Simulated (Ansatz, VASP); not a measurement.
One calculation of KF, two programs

The input INCAR:

```
SYSTEM = KF
PREC = Accurate ; ENCUT = 520
EDIFF = 1E-6 ; ISMEAR = 0
SIGMA = 0.02 ; LREAL = .FALSE.
LASPH = .TRUE. ; NELM = 150
ALGO = Normal ; ISIF = 2
LWAVE = .FALSE. ; LCHARG = .FALSE.
ISPIN = 2 ; MAGMOM = 0.5 0
LORBIT = 11 ; NBANDS = 19
```

The input KPOINTS:

```
regular mesh
0
G
  8 8 8
  0 0 0
```

Contents of POSCAR:

```
KF
1.0
    3.3018409049      0.0000000000      0.0000000000
    0.0000000000      3.3018409049      0.0000000000
    0.0000000000      0.0000000000      3.3018409049
K F
1 1
Direct
    0.0000000000      0.0000000000      0.0000000000
    0.5000000000      0.5000000000      0.5000000000
```

Contents of input.yaml:

```yaml
crystal:
  lattice:
    - [3.3018409049, 0.0, 0.0]
    - [0.0, 3.3018409049, 0.0]
    - [0.0, 0.0, 3.3018409049]
  atoms:
    - { symbol: K, position: [0.0, 0.0, 0.0], spin: 0.5 }
    - { symbol: F, position: [0.5, 0.5, 0.5] }
hamiltonian:
  xc: lda
  pseudopotentials: { kind: paw }
magnetization:
  spin_polarized: true
kpoints:
  mp_grid: { grid: [8, 8, 8] }
scf:
  occupations: { method: gaussian, width: 0.02 }
output:
  forces: true
  stress: true
  eigenvalues: true
```

The cell comes from a database or a generator and needn't be the stable form of this composition.

Alike in both runs: task single point; functional LDA; k mesh 8 × 8 × 8; occupations gaussian, width 0.02 eV; collinear spin.

|  | VASP | Ansatz |
| --- | --- | --- |
| version | VASP 6.6.1 | Ansatz 0.2.0 |
| potentials or method | VASP PAW LDA potentials, release 64 (K_sv, F) | Ansatz PAW |
| plane-wave cutoff (eV) | 520 | 420 |
| valence electrons in the cell | 16 | 16 |

Ansatz gave:

```
gap on the k mesh at the Fermi level (eV) : 5.67
least direct gap on the mesh (eV)         : 5.73
pressure (GPa)                            : -6.4
net moment per atom (μB)                  : 0.00
```

Problem. What did VASP give for the same quantities?

Solution. gap on the k mesh at the Fermi level (eV): 5.65; least direct gap on the mesh (eV): 5.71; pressure (GPa): -6.4; net moment per atom (μB): 0.00.

Caveats: the pressure holds a Pulay correction of +0.5 GPa for the finite cutoff (Ansatz); the PAW data sets come from PBE, with cores solved anew for the run's functional, which leaves a small shift of forces and pressure (Ansatz); the starting moments weren't kept (Ansatz). A k mesh can miss the band edges. As with any semilocal functional, this LDA gap is likely too small.
